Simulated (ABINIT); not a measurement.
The system is KBr.

```
Br K
1.0
     0.00000    3.30000    3.30000
     3.30000    0.00000    3.30000
     3.30000    3.30000    0.00000
Br K
1 1
Direct
  0.50000 0.50000 0.50000
  0.00000 0.00000 0.00000
```

Base run:

```yaml
Program: ABINIT 10.8.3 (patched build)
Functional: AM05
Potentials_or_basis: JTH PAW PBE v2.0
Cutoff: 435 eV
k_mesh: 7 × 7 × 7
Occupations: fermi-dirac, width 0.05 eV
Spin: no spin polarisation
```

Its results: band gap on the k mesh 4.49 eV, direct; pressure 0.4 GPa.

**Question.** The run is repeated on the same cell with these changes: functional from AM05 to rPW86PBE. What comes out?

**Answer.** Band gap on the k mesh 4.23 eV, direct; pressure 0.8 GPa.

Caveats: the PAW data sets were made with another functional, which shifts forces and pressure a little.
